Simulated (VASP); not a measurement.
**Ga under changes of volume**

One of the cells (17.996 Å³/atom); the others are scaled copies at fixed shape and fractional positions:

```
CELL_PARAMETERS angstrom
2.72190 0.00000 -0.04889
0.00000 3.20750 0.00000
-1.39032 0.00000 4.14756
ATOMIC_POSITIONS crystal
Ga 0.13145 0.75000 0.76523
Ga 0.86855 0.25000 0.23477
```

This isn't the form of Ga at room conditions, which is orthorhombic.

* Program: VASP 6.6.1
* Functional: PBEsol
* Potentials or basis: VASP PAW PBE potentials, release 64 (Ga_d)
* Cutoff: 520 eV
* k mesh: 8 × 8 × 6
* Occupations: fermi-dirac, width 0.05 eV
* Spin: no spin polarisation

```tsv
volume (Å³/atom)	energy over the lowest point (meV/atom)	pressure (GPa)	largest force (eV/Å)
17.276	6.07	2.9	0.015
17.636	?	?	?
17.996	0.00	0.0	0.005
18.356	1.44	-1.2	0.005
18.716	5.40	-2.2	0.005
```

**Question.** What does the run at 17.636 Å³/atom give?

**Answer.** Energy over the lowest point 1.41 meV/atom; pressure 1.4 GPa; largest force 0.009 eV/Å.

Worked out: A Birch-Murnaghan fit of order 2 (a polynomial in V^(-2/3)) to the other rows has its minimum at 17.99 Å³/atom with B0 = V·E''(V) = 63 GPa at fixed shape and positions, which overstates the stiffness. It gives 1.46 meV/atom at 17.636 Å³/atom, against the run's 1.41, and -dE/dV = 1.3 GPa, against 1.4.

Energies are extrapolated to zero smearing.

Caveats: the PAW data sets were made with another functional, which shifts forces and pressure a little.
